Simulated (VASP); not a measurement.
Here is a VASP 6.6.1 calculation.

INCAR

```
SYSTEM = HfC
PREC = Accurate ; ENCUT = 520
EDIFF = 1E-6 ; ISMEAR = -1
SIGMA = 0.05 ; LREAL = .FALSE.
LASPH = .TRUE. ; NELM = 100
ALGO = Fast ; ISIF = 2
LWAVE = .FALSE. ; LCHARG = .FALSE.
MAGMOM = 0 0 0 0 0 0 ; LORBIT = 11
LSORBIT = .TRUE. ; GGA_COMPAT = .FALSE.
LMAXMIX = 4 ; GGA = PS
NBANDS = 26
```

File KPOINTS:

```
regular mesh
0
G
  7 7 7
  0 0 0
```

Contents of POSCAR:

```
HfC
1.0
    0.0000000000      2.3250000000      2.3250000000
    2.3250000000      0.0000000000      2.3250000000
    2.3250000000      2.3250000000      0.0000000000
Hf C
1 1
Direct
    0.5000000000      0.5000000000      0.5000000000
    0.0000000000      0.0000000000      0.0000000000
```

File KPOINTS_OPT:

```
path GXWKGLUWLK,UX
20
line-mode
reciprocal
 0.0000000000  0.0000000000  0.0000000000  G
 0.5000000000  0.0000000000  0.5000000000  X

 0.5000000000  0.0000000000  0.5000000000  X
 0.5000000000  0.2500000000  0.7500000000  W

 0.5000000000  0.2500000000  0.7500000000  W
 0.3750000000  0.3750000000  0.7500000000  K

 0.3750000000  0.3750000000  0.7500000000  K
 0.0000000000  0.0000000000  0.0000000000  G

 0.0000000000  0.0000000000  0.0000000000  G
 0.5000000000  0.5000000000  0.5000000000  L

 0.5000000000  0.5000000000  0.5000000000  L
 0.6250000000  0.2500000000  0.6250000000  U

 0.6250000000  0.2500000000  0.6250000000  U
 0.5000000000  0.2500000000  0.7500000000  W

 0.5000000000  0.2500000000  0.7500000000  W
 0.5000000000  0.5000000000  0.5000000000  L

 0.5000000000  0.5000000000  0.5000000000  L
 0.3750000000  0.3750000000  0.7500000000  K

 0.6250000000  0.2500000000  0.6250000000  U
 0.5000000000  0.0000000000  0.5000000000  X
```

Potentials or basis: VASP PAW PBE potentials, release 64 (Hf_pv, C).

Command:

```sh
$ cat potpaw_PBE.64/Hf_pv/POTCAR potpaw_PBE.64/C/POTCAR > POTCAR
$ mpirun -np 1 vasp_ncl > vasp.out
```

What does it give for the pressure?

-7.1 GPa.

Caveat: the PAW data sets were made with another functional, which shifts forces and pressure a little.
